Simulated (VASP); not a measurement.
# BN (P6_3/mmc) in VASP: electric field gradients with PBE

Aim: the electric field gradients of BN with PBE.

Program: VASP 6.6.1. These are calculated values, not measurements. Logs are shortened: lines on timing, memory, paths and dates and some standing lists are left out, and cuts for length are marked.

**1. The structure**

The structure is hexagonal, space group P6_3/mmc (No. 194). Conventional cell: a = 2.502 Å, b = 2.502 Å, c = 7.369 Å, α = 90.00°, β = 90.00°, γ = 120.00°. Around B (site symmetry -6m2) lie 3 N at 1.44 Å. Around N (site symmetry -6m2) lie 3 B at 1.44 Å.

The cell is a database's computed one.

**2. Electric field gradients, PBE**

File INCAR:

```
SYSTEM = BN
ALGO = Fast
EDIFF = 1E-8
ENCUT = 520
GGA = PE
ISIF = 2
ISMEAR = -1
LASPH = .True.
LCHARG = .False.
LEFG = .True.
LREAL = .False.
LWAVE = .False.
NBANDS = 16
NELM = 100
PREC = Accurate
SIGMA = 0.02
```

File KPOINTS:

```
k-points
0
Gamma
  14 14 4
  0 0 0
```

File POSCAR:

```
BN
1.0
    2.5016395345      0.0000000000      0.0000000000
   -1.2508197673      2.1664833880      0.0000000000
    0.0000000000      0.0000000000      7.3693201700
B N
2 2
Direct
    0.6666666667      0.3333333333      0.7500000000
    0.3333333333      0.6666666667      0.2500000000
    0.0000000000      0.0000000000      0.7500000000
    0.0000000000      0.0000000000      0.2500000000
```

Potentials or basis: VASP PAW PBE potentials, release 64 (B, N).

On the command line:

```
cat potpaw_PBE.64/B/POTCAR potpaw_PBE.64/N/POTCAR > POTCAR
mpirun -np 1 vasp_std > vasp.out
```

OUTCAR:

```text
SYSTEM = BN
   EDIFF = 1E-8
   ENCUT = 520
   GGA = PE
   ISIF = 2
   ISMEAR = -1
   LASPH = .True.
   LREAL = .False.
   NELM = 100
   PREC = Accurate

 ion  position               nearest neighbor table
   1  0.667  0.333  0.750-   3 1.44   3 1.44   3 1.44
   2  0.333  0.667  0.250-   4 1.44   4 1.44   4 1.44
   3  0.000  0.000  0.750-   1 1.44   1 1.44   1 1.44
   4  0.000  0.000  0.250-   2 1.44   2 1.44   2 1.44

  LATTYP: Found a hexagonal cell.
 ALAT       =     2.5016395345
 C/A-ratio  =     2.9457961742

  Lattice vectors:

 A1 = (   2.5016395345,   0.0000000000,   0.0000000000)
 A2 = (  -1.2508197673,   2.1664833880,   0.0000000000)
 A3 = (   0.0000000000,   0.0000000000,   7.3693201700)

Analysis of symmetry for initial positions (statically):
=====================================================================
 Subroutine PRICEL returns:
 Original cell was already a primitive cell.

 Routine SETGRP: Setting up the symmetry group for a
 hexagonal supercell.

 Subroutine GETGRP returns: Found 24 space group operations
 (whereof 12 operations were pure point group operations)
 out of a pool of 24 trial point group operations.

The static configuration has the point symmetry D_3d.
 The point group associated with its full space group is D_6h.

Analysis of symmetry for dynamics (positions and initial velocities):
=====================================================================
 Subroutine PRICEL returns:
 Original cell was already a primitive cell.

 Routine SETGRP: Setting up the symmetry group for a
 hexagonal supercell.

 Subroutine GETGRP returns: Found 24 space group operations
 (whereof 12 operations were pure point group operations)
 out of a pool of 24 trial point group operations.

The dynamic configuration has the point symmetry D_3d.
 The point group associated with its full space group is D_6h.

 Subroutine INISYM returns: Found 24 space group operations
 (whereof 12 operations are pure point group operations),
 and found     1 'primitive' translations

----------------------------------------------------------------------------------------

                                     Primitive cell

  volume of cell :      39.9400

  direct lattice vectors                    reciprocal lattice vectors
     2.501639535  0.000000000  0.000000000     0.399737846  0.230788753  0.000000000
    -1.250819767  2.166483388  0.000000000     0.000000000  0.461577506  0.000000000
     0.000000000  0.000000000  7.369320170     0.000000000  0.000000000  0.135697727

  length of vectors
     2.501639535  2.501639535  7.369320170     0.461577506  0.461577506  0.135697727

  position of ions in fractional coordinates (direct lattice)
     0.666666667  0.333333333  0.750000000
     0.333333333  0.666666667  0.250000000
     0.000000000  0.000000000  0.750000000
     0.000000000  0.000000000  0.250000000

  ion indices of the primitive-cell ions
   primitive index   ion index
                 1           1
                 2           2
                 3           3
                 4           4

----------------------------------------------------------------------------------------

 KPOINTS: k-points

Automatic generation of k-mesh.
 Grid dimensions read from file:
 generate k-points for:   14   14    4

 Generating k-lattice:

  Cartesian coordinates                     Fractional coordinates (reciprocal lattice)
     0.028552703  0.016484911  0.000000000     0.071428571  0.000000000  0.000000000
     0.000000000  0.032969822  0.000000000     0.000000000  0.071428571  0.000000000
     0.000000000  0.000000000  0.033924432     0.000000000  0.000000000  0.250000000

  Length of vectors
     0.032969822  0.032969822  0.033924432

  Shift w.r.t. Gamma in fractional coordinates (k-lattice)
     0.000000000  0.000000000  0.000000000

 Subroutine IBZKPT returns following result:
 ===========================================

 Found     72 irreducible k-points:

 Following reciprocal coordinates:
            Coordinates               Weight
  0.000000  0.000000  0.000000      1.000000
  0.071429 -0.000000  0.000000      6.000000
  0.142857  0.000000  0.000000      6.000000
  0.214286 -0.000000  0.000000      6.000000
  0.285714  0.000000  0.000000      6.000000
  0.357143 -0.000000  0.000000      6.000000
[... 16 lines left out ...]
  0.285714  0.285714  0.000000      6.000000
  0.357143  0.285714  0.000000      6.000000
 [... further k-points ...]
   k-points           NKPTS =     72   k-points in BZ     NKDIM =     72   number of bands    NBANDS=     16
   number of dos      NEDOS =    301   number of ions     NIONS =      4
   total plane-waves  NPLWV =  22400
   dimension x,y,z NGX =    20 NGY =   20 NGZ =   56
   dimension x,y,z NGXF=    40 NGYF=   40 NGZF=  112
   ions per type =               2   2
   NGX,Y,Z   is equivalent  to a cutoff of  13.29, 13.29, 12.63 a.u.
   NGXF,Y,Z  is equivalent  to a cutoff of  26.58, 26.58, 25.27 a.u.
 SYSTEM =  BN
   PREC   = accura    normal or accurate (medium, high low for compatibility)
   ISTART =      0    job   : 0-new  1-cont  2-samecut
   ICHARG =      2    charge: 1-file 2-atom 10-const
   ISPIN  =      1    spin polarized calculation?
   LNONCOLLINEAR =      F non collinear calculations
   LSORBIT =      F    spin-orbit coupling
   LASPH  =      T    aspherical Exc in radial PAW
   ENCUT  =  520.0 eV  38.22 Ry    6.18 a.u.   4.65  4.65 13.70*2*pi/ulx,y,z
   NELM   =    100;   NELMIN=  2; NELMDL= -5     # of ELM steps
   EDIFF  = 0.1E-07   stopping-criterion for ELM
   LREAL  =      F    real-space projection
   EDIFFG = 0.1E-06   stopping-criterion for IOM
   NSW    =      0    number of steps for IOM
   IBRION =     -1    ionic relax: 0-MD 1-quasi-New 2-CG
   NFREE  =      0    steps in history (QN), initial steepest desc. (CG)
   ISIF   =      2    stress and relaxation
   ISYM   =      2    0-nonsym 1-usesym 2-fastsym
   POTIM  = 0.5000    time-step for ionic-motion
   TEBEG  =    0.0;   TEEND  =   0.0 temperature during run
   PSTRESS=    0.0 pullay stress
   NELECT =      16.0000    total number of electrons
   NUPDOWN=      -1.0000    fix difference up-down
   EMIN   =  10.00;   EMAX   =-10.00  energy-range for DOS
   EFERMI =   0.00;   METHOD = LEGACY
   ISMEAR =    -1;   SIGMA  =   0.02  broadening in eV -4-tet -1-fermi 0-gaus
   EFERMI_NEDOS =   21; number of points for ismear=-14 and -15
   IALGO  =     68    algorithm
   IMIX   =      4    mixing-type and parameters
     AMIX     =   0.40;   BMIX     =  1.00
     AMIX_MAG =   1.60;   BMIX_MAG =  1.00
  volume/ion in A,a.u.               =       9.98        67.38
  Fermi-wavevector in a.u.,A,eV,Ry     =   1.206829  2.280576 19.816010  1.456436
  Thomas-Fermi vector in A             =   2.342484
   LORBIT       =      0    0 simple, 1 ext, 2 COOP (PROOUT), +10 PAW based schemes
   GGA     = PE    functional components
   LHFCALC =     F    Hartree Fock is set to
   AEXX    =    0.0000 exact exchange contribution
   IVDW    =     0    specifies the selected vdW correction
   LEPSILON=     F    determine dielectric tensor
   LRPA    =     F    only Hartree local field effects (RPA)
 non-spin polarized calculation
 RMM-DIIS sequential band-by-band and
  energy-cutoff  :      520.00
  volume of cell :       39.94
 maximum number of plane-waves:      1095
 NGX is ok and might be reduce to    20
   NGX =  9   NGY =  9   NGZ = 27

 number of electron      15.9999999 magnetization

 Free energy of the ion-electron system (eV)
  ---------------------------------------------------
  ext. energy  EPLUGINS =         0.00000000
  ---------------------------------------------------
  free energy    TOTEN  =       -35.17321644 eV

  energy without entropy =      -35.17321644  energy(sigma->0) =      -35.17321644

 E-fermi :   2.1804     XC(G=0):  -9.3868

 val. band max:        1.7106223934   @ k =   0.3571   0.2857   0.0000
 cond. band min:       5.6149877167   @ k =   0.5000  -0.0000   0.0000
 fundamental gap:      3.9043653233
 Fermi energy:         2.1804474157

 k-point     1 :       0.0000    0.0000    0.0000
  band No.  band energies     occupation
      1     -16.2417      2.00000
      2     -16.1152      2.00000
      3      -4.3442      2.00000
      4      -3.1067      2.00000
      5       0.1701      2.00000
      6       0.1701      2.00000
[... 8 lines left out ...]
     15      13.1549      0.00000
     16      14.5107      0.00000

 k-point     2 :       0.0714   -0.0000    0.0000
  band No.  band energies     occupation
      1     -16.1424      2.00000
      2     -16.0175      2.00000
      3      -4.2078      2.00000
      4      -2.9798      2.00000
      5      -0.2533      2.00000
      6      -0.2306      2.00000
[... 8 lines left out ...]
     15      13.5950      0.00000
     16      14.1958      0.00000

 k-point     3 :       0.1429    0.0000    0.0000
  band No.  band energies     occupation
      1     -15.8483      2.00000
      2     -15.7280      2.00000
      3      -3.8025      2.00000
      4      -2.6039      2.00000
      5      -1.3584      2.00000
      6      -1.3149      2.00000
[... 8 lines left out ...]
     15      14.7547      0.00000
     16      14.8184      0.00000

 k-point     4 :       0.2143   -0.0000    0.0000
  band No.  band energies     occupation
      1     -15.3730      2.00000
      2     -15.2604      2.00000
      3      -3.1415      2.00000
      4      -2.8331      2.00000
      5      -2.7726      2.00000
      6      -1.9960      2.00000
[... 8 lines left out ...]
     15      16.5426      0.00000
     16      16.6121      0.00000
[... 324 lines left out ...]
 k-point    22 :       0.3571    0.2143    0.0000
  band No.  band energies     occupation
      1     -12.8009      2.00000
      2     -12.7401      2.00000
      3      -6.8430      2.00000
      4      -6.7444      2.00000
      5      -4.5999      2.00000
      6      -4.5412      2.00000
[... 8 lines left out ...]
     15      15.4699      0.00000
     16      16.4460      0.00000

 k-point    23 :       0.2857    0.2857    0.0000
  band No.  band energies     occupation
      1     -12.7607      2.00000
      2     -12.7000      2.00000
      3      -6.5116      2.00000
      4      -6.4279      2.00000
      5      -5.1187      2.00000
      6      -5.0572      2.00000
[... 8 lines left out ...]
     15      17.0152      0.00000
     16      17.3689      0.00000

 k-point    24 :       0.3571    0.2857    0.0000
  band No.  band energies     occupation
      1     -12.5687      2.00000
      2     -12.5130      2.00000
      3      -6.5743      2.00000
      4      -6.5019      2.00000
      5      -5.4593      2.00000
      6      -5.4025      2.00000
[... 8 lines left out ...]
     15      17.2539      0.00000
     16      18.4732      0.00000

 [... further k-points ...]

------------------------ aborting loop because EDIFF is reached ----------------------------------------

  FORCE on cell =-STRESS in cart. coord.  units (eV):
  Direction    XX          YY          ZZ          XY          YZ          ZX
  --------------------------------------------------------------------------------------
  -------------------------------------------------------------------------------------
  Total        0.9950998      0.9950998      0.3727859     -0.0000000     -0.0000000      0.0000000
  in kB       39.9180866     39.9180866     14.9541765     -0.0000000     -0.0000000      0.0000000
  external PRESSURE =      31.5967832 kB  Pullay stress =       0.0000000 kB

 VOLUME and BASIS-vectors are now :
 -----------------------------------------------------------------------------
  energy-cutoff  :      520.00
  volume of cell :       39.94
      direct lattice vectors                 reciprocal lattice vectors
     2.501639535  0.000000000  0.000000000     0.399737846  0.230788753  0.000000000
    -1.250819767  2.166483388  0.000000000     0.000000000  0.461577506  0.000000000
     0.000000000  0.000000000  7.369320170     0.000000000  0.000000000  0.135697727

 POSITION                                       TOTAL-FORCE (eV/Angst)
 -----------------------------------------------------------------------------------
      1.25082      0.72216      5.52699        -0.000000      0.000000      0.000000
     -0.00000      1.44432      1.84233         0.000000      0.000000      0.000000
      0.00000      0.00000      5.52699        -0.000000     -0.000000     -0.000000
      0.00000      0.00000      1.84233        -0.000000      0.000000     -0.000000
 -----------------------------------------------------------------------------------
    total drift:                               -0.000000      0.000000      0.000000

  FREE ENERGIE OF THE ION-ELECTRON SYSTEM (eV)
  ---------------------------------------------------
  free  energy   TOTEN  =       -35.1732164419 eV

  energy  without entropy=      -35.1732164419  energy(sigma->0) =      -35.17321644

 Electric field gradients (V/A^2)
---------------------------------------------------------------------
 ion       V_xx      V_yy      V_zz      V_xy      V_xz      V_yz
---------------------------------------------------------------------
   1     -17.411   -17.411    34.822    -0.000    -0.000     0.000
   2     -17.411   -17.411    34.822    -0.000     0.000    -0.000
   3      -1.373    -1.372     2.745     0.001     0.000    -0.000
   4      -1.373    -1.372     2.745     0.001    -0.000     0.000
---------------------------------------------------------------------

 Electric field gradients after diagonalization (V/A^2)
 (convention: |V_zz| > |V_xx| > |V_yy|)
----------------------------------------------------------------------
 ion       V_xx      V_yy      V_zz     asymmetry (V_yy - V_xx)/ V_zz
----------------------------------------------------------------------
   1     -17.411   -17.411    34.822       0.000
   2     -17.411   -17.411    34.822       0.000
   3      -1.373    -1.371     2.745       0.001
   4      -1.373    -1.371     2.745       0.001
----------------------------------------------------------------------

           NMR quadrupolar parameters

 Cq : quadrupolar parameter    Cq=e*Q*V_zz/h
 eta: asymmetry parameters     (V_yy - V_xx)/ V_zz
 Q  : nuclear electric quadrupole moment in mb (millibarn)
----------------------------------------------------------------------
 ion       Cq(MHz)       eta       Q (mb)
----------------------------------------------------------------------
   1       0.084       0.000       1.000
   2       0.084       0.000       1.000
   3       0.007       0.001       1.000
   4       0.007       0.001       1.000
----------------------------------------------------------------------
```

Run time: 78 s. Hardware: 1 thread of Intel Xeon Platinum 8488C (Sapphire Rapids), shared host; peak memory 0.17 GiB.

Results:

```
Free energy            : -35.1732 eV
Pressure               : 3.2 GPa
Band gap on the k mesh : 3.90 eV, indirect (least direct gap 4.30 eV)
```

Stress tensor (GPa, compression positive):
```
3.99 0.00 0.00
0.00 3.99 0.00
0.00 0.00 1.50
```

Electric field gradients, principal values (V/Å²):
| atom | Vxx | Vyy | Vzz |
| --- | --- | --- | --- |
| 1 B | -17.411 | -17.411 | 34.822 |
| 2 B | -17.411 | -17.411 | 34.822 |
| 3 N | -1.371 | -1.373 | 2.745 |
| 4 N | -1.371 | -1.373 | 2.745 |

Caveat: this functional lacks dispersion, which binds the layers, so the pressure and a relaxed spacing across them are unreliable.
